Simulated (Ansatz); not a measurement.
WC (Qusongite) under changes of volume

One of the cells (10.376 Å³/atom); the others are scaled copies at fixed shape and fractional positions:

```xyz
2
Lattice="2.9065 0.0000 0.0000 -1.4532 2.5171 0.0000 0.0000 0.0000 2.8366" Properties=species:S:1:pos:R:3 pbc="T T T"
W     0.0000    0.0000    0.0000
C     1.4533    0.8390    1.4183
```

```yaml
Program: Ansatz 0.2.0
Functional: PBE
Potentials_or_basis: all-electron LAPW, scalar-relativistic
Cutoff: 363 eV (chosen from the basis error)
Basis_error_allowed: 0.0005 eV/atom
k_mesh: 10 × 10 × 9
Occupations: fermi-dirac, width 0.05 eV
Spin: no spin polarisation
```

```csv
volume (Å³/atom),energy over the lowest point (meV/atom),pressure (GPa)
9.754,77.61,34.6
9.961,39.81,23.9
10.169,?,?
10.376,2.23,5.7
10.584,0.00,-2.1
10.791,7.36,-9.1
10.999,23.36,-15.4
```

Q: What does the run at 10.169 Å³/atom give?

A: Energy over the lowest point 15.11 meV/atom; pressure 14.3 GPa.

Worked out: A Birch-Murnaghan fit of order 3 (a polynomial in V^(-2/3)) to the other rows has its minimum at 10.52 Å³/atom with B0 = V·E''(V) = 386 GPa and B' = 4.4 at fixed shape and positions, which overstates the stiffness. It gives 15.05 meV/atom at 10.169 Å³/atom, against the run's 15.11, and -dE/dV = 14.3 GPa, against 14.3.

Energies are extrapolated to zero smearing.
